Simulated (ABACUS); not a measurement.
# NiO (Fm-3m) in ABACUS: settings compared

Aim: see how the results for NiO move with the level of theory and the settings. Levels: PBE+D3, PBE+D3(BJ), PBE+D3(BJ)+ABC. Tasks: relaxation of cell and atoms.

All numbers are computed with ABACUS 3.10.1; they aren't measurements. Logs are shortened: lines on timing, memory, paths and dates and some standing lists are left out, and cuts for length are marked.

### Step 1. Starting point

The structure is cubic, space group Fm-3m (No. 225). Conventional cell: a = 4.172 Å, b = 4.172 Å, c = 4.172 Å, α = 90.00°, β = 90.00°, γ = 90.00°. Ni (site symmetry m-3m) is surrounded by 6 O at 2.09 Å. O (site symmetry m-3m) is surrounded by 6 Ni at 2.09 Å.

### Step 2. Relaxation of cell and atoms, PBE+D3, collinear spin, ferromagnetic start

Contents of INPUT:

```
INPUT_PARAMETERS
suffix              NiO
calculation         cell-relax
basis_type          lcao
pseudo_dir          ./
orbital_dir         ./
symmetry            1
dft_functional      pbe
ecutwfc             100
pseudo_rcut         7
nspin               2
nbands              17
ks_solver           genelpa
smearing_method     fd
smearing_sigma      0.00367493
scf_thr             1e-07
scf_nmax            100
mixing_type         broyden
mixing_beta         0.4
cal_force           1
cal_stress          1
vdw_method          d3_0
out_mul             1
relax_nmax          60
force_thr_ev        0.02
relax_method        cg
out_stru            1
stress_thr          0.2
```

Contents of STRU:

```
ATOMIC_SPECIES
Ni 58.6934 Ni.upf
O 15.9990 O.upf

NUMERICAL_ORBITAL
Ni_confined-atom_7au_3s2p2d1f.orb
O_confined-atom_6au_2s2p1d.orb

LATTICE_CONSTANT
1.8897261246

LATTICE_VECTORS
0.0000000000 2.0859016414 2.0859016414
2.0859016414 0.0000000000 2.0859016414
2.0859016414 2.0859016414 0.0000000000

ATOMIC_POSITIONS
Direct

Ni
0.0
1
0.0000000000 0.0000000000 0.0000000000 1 1 1 mag 1

O
0.0
1
0.5000000000 0.5000000000 0.5000000000 1 1 1 mag 0
```

Contents of KPT:

```
K_POINTS
0
Gamma
8 8 8 0 0 0
```

Potentials or basis: PseudoDojo NC SR 0.4.1 PBE standard, DZP LCAO (the cutoffs set its grid).

Run with:

```
$ OMP_NUM_THREADS=1 mpirun -np 4 abacus > log
```

running log:

```text
ABACUS v3.10.1

               Atomic-orbital Based Ab-initio Computation at UStc

 ------------------------------------------------------------------------------------

 READING GENERAL INFORMATION
                           global_out_dir = OUT.NiO/
                           global_in_card = INPUT
                               pseudo_dir = ./
                              orbital_dir = ./
                                    DSIZE = 4
                                    GSIZE = 1

 READING UNITCELL INFORMATION
                                    ntype = 2
                  lattice constant (Bohr) = 1.88973
              lattice constant (Angstrom) = 1

 READING ATOM TYPE 1
                               atom label = Ni
                      L=0, number of zeta = 3
                      L=1, number of zeta = 2
                      L=2, number of zeta = 2
                      L=3, number of zeta = 1
             number of atom for this type = 1
               magnetization of element 1 = 1

 READING ATOM TYPE 2
                               atom label = O
                      L=0, number of zeta = 2
                      L=1, number of zeta = 2
                      L=2, number of zeta = 1
             number of atom for this type = 1
               magnetization of element 2 = 0

                        TOTAL ATOM NUMBER = 2
DIRECT COORDINATES
    atom                   x                   y                   z     mag                  vx                  vy                  vz
taud_Ni1            0.0000000000        0.0000000000        0.0000000000  1.0000        0.0000000000        0.0000000000        0.0000000000
taud_O1            0.5000000000        0.5000000000        0.5000000000  0.0000        0.0000000000        0.0000000000        0.0000000000

                          Volume (Bohr^3) = 122.492
                             Volume (A^3) = 18.1514

 Lattice vectors: (Cartesian coordinate: in unit of a_0)
                   +0             +2.0859             +2.0859
              +2.0859                  +0             +2.0859
              +2.0859             +2.0859                  +0
 Reciprocal vectors: (Cartesian coordinate: in unit of 2 pi/a_0)
            -0.239704           +0.239704           +0.239704
            +0.239704           -0.239704           +0.239704
            +0.239704           +0.239704           -0.239704
 The esolver type has been set to : ksdft_lcao

                PAO radial cut off (Bohr) = 7

 Read in pseudopotential file is Ni.upf
                     pseudopotential type = NC
          exchange-correlation functional = PBE
                 nonlocal core correction = 1
                        valence electrons = 18
                                     lmax = 2
                           number of zeta = 4
                     number of projectors = 6
                           L of projector = 0
[... 5 lines left out ...]
                PAO radial cut off (Bohr) = 7

 Read in pseudopotential file is O.upf
                     pseudopotential type = NC
          exchange-correlation functional = PBE
                 nonlocal core correction = 1
                        valence electrons = 6
                                     lmax = 2
                           number of zeta = 2
                     number of projectors = 5
                           L of projector = 0
                           L of projector = 0
                           L of projector = 1
                           L of projector = 1
                           L of projector = 2
     initial pseudo atomic orbital number = 14
 The readin total magnetization is 1

 SETUP THE ELECTRONS NUMBER
            electron number of element Ni = 18
      total electron number of element Ni = 18
             electron number of element O = 6
       total electron number of element O = 6
            AUTOSET number of electrons:  = 24
                           occupied bands = 12
                                   NLOCAL = 39
                                   NBANDS = 17
                                   NBANDS = 17
                                   NLOCAL = 39

%%%%%%%%%%%%%%%%%%%%%%%%%%%%%%%%%%%%%%%%%%%%%%%%%%%%%%%%%%%%%%%%%%%%%%%%%%%%%%%%%%%%%%%%%%%%%%%%%%%%%%%%%%
 Warning: the number of valence electrons in pseudopotential > 10 for Ni: [Ar] 3d8 4s2
 Pseudopotentials with additional electrons can yield (more) accurate outcomes, but may be less efficient.
 If you're confident that your chosen pseudopotential is appropriate, you can safely ignore this warning.
%%%%%%%%%%%%%%%%%%%%%%%%%%%%%%%%%%%%%%%%%%%%%%%%%%%%%%%%%%%%%%%%%%%%%%%%%%%%%%%%%%%%%%%%%%%%%%%%%%%%%%%%%%

 SETUP THE PLANE WAVE BASIS
 energy cutoff for charge/potential (unit:Ry) = 400
            fft grid for charge/potential = [ 36, 36, 36 ]
                        fft grid division = [ 3, 3, 3 ]
        big fft grid for charge/potential = [ 12, 12, 12 ]
                                     nbxx = 432
                                     nrxx = 11664

 SETUP PLANE WAVES FOR CHARGE/POTENTIAL
                    number of plane waves = 16529
                         number of sticks = 847

 PARALLEL PW FOR CHARGE/POTENTIAL
     PROC   COLUMNS(POT)             PW
        1            212           4133
        2            212           4134
        3            211           4129
        4            212           4133
 --------------- sum -------------------
        4            847          16529
                            number of |g| = 211
                                  max |g| = 36.0838
                                  min |g| = 0.172375

----------- Double Check Mixing Parameters Begin ------------
mixing_type: broyden
mixing_beta: 0.4
mixing_gg0: 1
mixing_gg0_min: 0.1
mixing_beta_mag: 1.6
mixing_gg0_mag: 0
mixing_ndim: 8
----------- Double Check Mixing Parameters End ------------

 LATTICE VECTORS: (CARTESIAN COORDINATE: IN UNIT OF A0)
                   +0             +2.0859             +2.0859
              +2.0859                  +0             +2.0859
              +2.0859             +2.0859                  +0
                       right hand lattice = 1
                                   NORM_A = 2.94991
                                   NORM_B = 2.94991
                                   NORM_C = 2.94991
                           ALPHA (DEGREE) = 60
                           BETA  (DEGREE) = 60
                           GAMMA (DEGREE) = 60

 The lattice vectors have been changed (STRU_SIMPLE.cif)

(for optimal symmetric configuration:)
                             BRAVAIS TYPE = 3
                     BRAVAIS LATTICE NAME = 03. Cubic F (face-centered)
                                    ibrav = 3
                                    IBRAV = 3
                                  BRAVAIS = FACE CENTERED CUBIC
                       LATTICE CONSTANT A = 4.1718
Original cell was already a primitive cell.
                        ROTATION MATRICES = 48
              PURE POINT GROUP OPERATIONS = 48
                   SPACE GROUP OPERATIONS = 48
                              POINT GROUP = O_h
               POINT GROUP IN SPACE GROUP = O_h

 SETUP K-POINTS
                                    nspin = 2
                   Input type of k points = Monkhorst-Pack(Gamma)
                                   nkstot = 512
                       right hand lattice = 1
(for reciprocal lattice: )
                             BRAVAIS TYPE = 2
                     BRAVAIS LATTICE NAME = 02. Cubic I (body-centered)
                                    ibrav = 2
                       right hand lattice = 1
(for k-lattice: )
                             BRAVAIS TYPE = 2
                     BRAVAIS LATTICE NAME = 02. Cubic I (body-centered)
                                    ibrav = 2
                       right hand lattice = 1
                        ROTATION MATRICES = 48
                               nkstot_ibz = 29
K-POINTS REDUCTION ACCORDING TO SYMMETRY
     IBZ    DIRECT_X    DIRECT_Y    DIRECT_Z  WEIGHT  ibz2bz
       1  0.00000000  0.00000000  0.00000000  0.0020       0
       2  0.12500000  0.12500000  0.12500000  0.0156       1
       3  0.25000000  0.25000000  0.25000000  0.0156       2
       4  0.37500000  0.37500000  0.37500000  0.0156       3
       5  0.50000000  0.50000000  0.50000000  0.0078       4
       6  0.12500000  0.12500000  0.00000000  0.0117       9
[... 21 lines left out ...]
      28 -0.12500000  0.50000000  0.37500000  0.0234     101
      29  0.50000000  0.25000000 -0.25000000  0.0117     166

                               nkstot now = 29
[... K-POINTS DIRECT COORDINATES: 29 rows ...]

           k-point number in this process = 29
       minimum distributed K point number = 29
[... stars of the k points ...]
                             nks(nspin=2) = 58
                          nkstot(nspin=2) = 58

[... K-POINTS CARTESIAN COORDINATES: 58 rows ...]

[... K-POINTS DIRECT COORDINATES: 58 rows ...]

 SETUP PLANE WAVES FOR WAVE FUNCTIONS
     energy cutoff for wavefunc (unit:Ry) = 100
              fft grid for wave functions = [ 36, 36, 36 ]
                    number of plane waves = 2741
                         number of sticks = 253

 PARALLEL PW FOR WAVE FUNCTIONS
     PROC   COLUMNS(POT)             PW
        1             64            688
        2             63            684
        3             63            685
        4             63            684
 --------------- sum -------------------
        4            253           2741

 SET NONLOCAL PSEUDOPOTENTIAL PROJECTORS
 SET NONLOCAL PSEUDOPOTENTIAL PROJECTORS
 max number of nonlocal projetors among all species is 6

 -------------------------------------------
 STEP OF RELAXATION : 1
 -------------------------------------------

DFT-D3 Dispersion correction parameters autoset
----------------------------------
 Parameters  Original   Autoset
----------------------------------
         s6    default     1.0000
         s8    default     0.7220
         a1    default     1.2170
         a2    default     1.0000
----------------------------------
XC functional: pbe

 SETUP SEARCHING RADIUS FOR PROGRAM TO SEARCH ADJACENT ATOMS
                  longest orb rcut (Bohr) = 7
   longest nonlocal projector rcut (Bohr) = 1.7
                     search radius (Bohr) = 17.4
              searching radius is (Bohr)) = 17.4
         searching radius unit is (Bohr)) = 1.89
                         PeriodicBoundary = 1
                        Radius(unit:lat0) = 9.21
                                   glayer = [ 5, 5, 5 ]
                             glayer_minus = [ 4, 4, 4 ]

Find the coordinate range of the input atom(unit:lat0).
                                  min_tau = [ -16.7, -16.7, -16.7 ]
                                  max_tau = [ 18.8, 18.8, 18.8 ]
                                BoxNumber = [ 9, 9, 9 ]

 SETUP EXTENDED REAL SPACE GRID FOR GRID INTEGRATION
                          real space grid = [ 36, 36, 36 ]
                 big cell numbers in grid = [ 12, 12, 12 ]
             meshcell numbers in big cell = [ 3, 3, 3 ]
                        extended fft grid = [ 19, 19, 19 ]
                dimension of extened grid = [ 51, 51, 51 ]
                            UnitCellTotal = 125
              Atom number in sub-FFT-grid = 2
    Local orbitals number in sub-FFT-grid = 39
                                ParaV.nnr = 35548
                                 init_chg = atomic

 LCAO ALGORITHM --------------- ION=   1  ELEC=   1--------------------------------
          total magnetism (Bohr mag/cell) = 0.832557
       absolute magnetism (Bohr mag/cell) = 0.832916
                        nelec for spin up = 12.4163
                      nelec for spin down = 11.5837

 Density error is 0.0738447219097
----------------------------------------------------------
     Energy           Rydberg                 eV
----------------------------------------------------------
 E_KohnSham     -368.5674898146      -5014.6179590353
 E_Harris       -366.8049685667      -4990.6376272176
 E_Fermi        1.0187103382         13.8602652116
----------------------------------------------------------

 LCAO ALGORITHM --------------- ION=   1  ELEC=   2--------------------------------
          total magnetism (Bohr mag/cell) = 0.964893
       absolute magnetism (Bohr mag/cell) = 0.965451
                        nelec for spin up = 12.4824
                      nelec for spin down = 11.5176
[... 804 lines left out ...]
----------------------------------------------------------------
 TOTAL-STRESS (KBAR)
----------------------------------------------------------------
        -0.0000578442        -0.0000000000         0.0000000000
        -0.0000000000        -0.0000578442        -0.0000000000
        -0.0000000000         0.0000000000        -0.0000578442
----------------------------------------------------------------
 TOTAL-PRESSURE: -0.000058 KBAR

 Largest gradient in force is 0.000000 eV/A.
 Threshold is 0.020000 eV/A.

 Largest gradient in stress is 0.000058 kbar.
 Threshold is 0.200000 kbar.

 Relaxation is converged!

 --------------------------------------------
 !FINAL_ETOT_IS -5014.9651417917011713 eV
 --------------------------------------------
```

Wall time 2.3 min (4 MPI ranks of AMD EPYC 7R43 (Zen 3), shared host); peak memory 0.44 GiB.

What came out:

```yaml
Free_energy: -5014.9651 eV
Relaxed_volume: 9.25 Å³/atom
Relaxed_cell: a = 2.969 Å, b = 2.969 Å, c = 2.969 Å, α = 60.00°, β = 60.00°, γ = 60.00°
Space_group_after_relaxing_to_0.05_Å: Fm-3m (No. 225)
Energy_gained_by_relaxing: 2.2 meV/atom
Ionic_steps: 5
Pressure_after_relaxing: 0.0 GPa
Net_moment: 1.85 μB per cell
Absolute_moment: 1.86 μB per cell
Site_moments: Ni +1.54; O +0.31 μB
Mulliken_charges: Ni +0.42; O -0.42 e
Dispersion_energy_per_atom: -0.197 eV
```

The path:
```csv
step,energy change (eV),largest force (eV/Å),pressure (GPa),volume (Å³)
1,0.0000,0.0000,4.07,18.15
2,-0.0016,0.0000,-3.02,18.79
3,-0.0043,0.0000,-0.03,18.50
4,-0.0043,0.0000,0.02,18.50
5,-0.0043,0.0000,0.00,18.50
```

Final structure:
```
CELL_PARAMETERS angstrom
0.00000 2.09911 2.09911
2.09911 0.00000 2.09911
2.09911 2.09911 0.00000
ATOMIC_POSITIONS crystal
Ni 0.00000 0.00000 0.00000
O 0.50000 0.50000 0.50000
```

Caveat: the atomic orbitals were generated for these runs and aren't a published set; Mulliken charges move with the basis; the basis of atomic orbitals isn't converged, which shifts pressures, moduli and gaps; a cell with one magnetic atom can't hold antiferromagnetic order, which such compounds often take.

### Step 3. Relaxation of cell and atoms, PBE+D3(BJ), collinear spin, ferromagnetic start

Edit INPUT of step 2 so:

```diff
@@ -21,3 +21,3 @@
 cal_stress          1
-vdw_method          d3_0
+vdw_method          d3_bj
 out_mul             1
```

STRU is that of step 2.

KPT is that of step 2.

Potentials or basis: PseudoDojo NC SR 0.4.1 PBE standard, DZP LCAO (the cutoffs set its grid).

Run with:

```
$ OMP_NUM_THREADS=1 mpirun -np 4 abacus > log
```

Wall time 2.5 min (4 MPI ranks of AMD EPYC 7R43 (Zen 3), shared host); peak memory 0.44 GiB.

The run converged. Its results:

```yaml
Free_energy: -5015.0959 eV
Relaxed_volume: 9.23 Å³/atom
Relaxed_cell: a = 2.967 Å, b = 2.967 Å, c = 2.967 Å, α = 60.00°, β = 60.00°, γ = 60.00°
Space_group_after_relaxing_to_0.05_Å: Fm-3m (No. 225)
Energy_gained_by_relaxing: 1.8 meV/atom
Ionic_steps: 5
Pressure_after_relaxing: 0.0 GPa
Net_moment: 1.85 μB per cell
Absolute_moment: 1.86 μB per cell
Site_moments: Ni +1.54; O +0.31 μB
Mulliken_charges: Ni +0.42; O -0.42 e
Dispersion_energy_per_atom: -0.263 eV
```

The path:
```csv
step,energy change (eV),largest force (eV/Å),pressure (GPa),volume (Å³)
1,0.0000,0.0000,3.81,18.15
2,-0.0010,0.0000,-3.09,18.74
3,-0.0036,0.0000,-0.06,18.47
4,-0.0036,0.0000,0.04,18.46
5,-0.0036,0.0000,0.00,18.46
```

Final structure:
```
Ni O
1.0
     0.00000    2.09775    2.09775
     2.09775    0.00000    2.09775
     2.09775    2.09775    0.00000
Ni O
1 1
Direct
  0.00000 0.00000 0.00000
  0.50000 0.50000 0.50000
```

Caveat: the atomic orbitals were generated for these runs and aren't a published set; Mulliken charges move with the basis; the basis of atomic orbitals isn't converged, which shifts pressures, moduli and gaps; a cell with one magnetic atom can't hold antiferromagnetic order, which such compounds often take. Zero-point motion and thermal expansion aren't in these numbers.

### Step 4. Relaxation of cell and atoms, PBE+D3(BJ)+ABC, collinear spin, ferromagnetic start

Edit INPUT of step 3 so:

```diff
@@ -22,2 +22,3 @@
 vdw_method          d3_bj
+vdw_abc             1
 out_mul             1
```

STRU is that of step 3.

KPT is that of step 3.

Run with:

```
$ OMP_NUM_THREADS=1 mpirun -np 4 abacus > log
```

Run time: 1.7 min. Hardware: 4 MPI ranks of AMD EPYC 7R43 (Zen 3), shared host; peak memory 0.44 GiB.

The run converged. Its results:

```
Free energy                            : -5015.0513 eV
Relaxed volume                         : 9.26 Å³/atom
Relaxed cell                           : a = 2.970 Å, b = 2.970 Å, c = 2.970 Å, α = 60.00°, β = 60.00°, γ = 60.00°
Space group after relaxing (to 0.05 Å) : Fm-3m (No. 225)
Energy gained by relaxing              : 2.5 meV/atom
Ionic steps                            : 3
Pressure after relaxing                : 0.0 GPa
Net moment                             : 1.85 μB per cell
Absolute moment                        : 1.86 μB per cell
Site moments                           : Ni +1.54; O +0.31 μB
Mulliken charges                       : Ni +0.42; O -0.42 e
Dispersion energy per atom             : -0.240 eV
```

Step by step:
```tsv
step	energy change (eV)	largest force (eV/Å)	pressure (GPa)	volume (Å³)
1	0.0000	0.0000	4.42	18.15
2	-0.0015	0.0000	-3.42	18.84
3	-0.0050	0.0000	-0.02	18.52
```

Final structure:
```
Ni O
1.0
     0.00000    2.09996    2.09996
     2.09996    0.00000    2.09996
     2.09996    2.09996    0.00000
Ni O
1 1
Direct
  0.00000 0.00000 0.00000
  0.50000 0.50000 0.50000
```

Caveat: the atomic orbitals were generated for these runs and aren't a published set; Mulliken charges move with the basis; the basis of atomic orbitals isn't converged, which shifts pressures, moduli and gaps; a cell with one magnetic atom can't hold antiferromagnetic order, which such compounds often take.

### Step 5. The runs side by side

| level | pressure (GPa) | moment (μB) | relaxed volume (Å³/atom) |
| --- | --- | --- | --- |
| PBE+D3 | 0.0 | 1.85 | 9.25 |
| PBE+D3(BJ) | 0.0 | 1.85 | 9.23 |
| PBE+D3(BJ)+ABC | 0.0 | 1.85 | 9.26 |

Alike in all rows: task relaxation of cell and atoms; potentials or basis PseudoDojo NC SR 0.4.1 PBE standard, DZP LCAO (the cutoffs set its grid); spin collinear, ferromagnetic start; cell relaxed; k mesh 8 × 8 × 8; cutoff (eV) 1361; smearing fermi-dirac 0.05 eV.

Caveats: the atomic orbitals were generated for these runs and aren't a published set; the basis of atomic orbitals isn't converged, which shifts pressures, moduli and gaps; a cell with one magnetic atom can't hold antiferromagnetic order, which such compounds often take.

Total energies depend on the potentials used, so only differences within one code and one set of settings carry meaning.
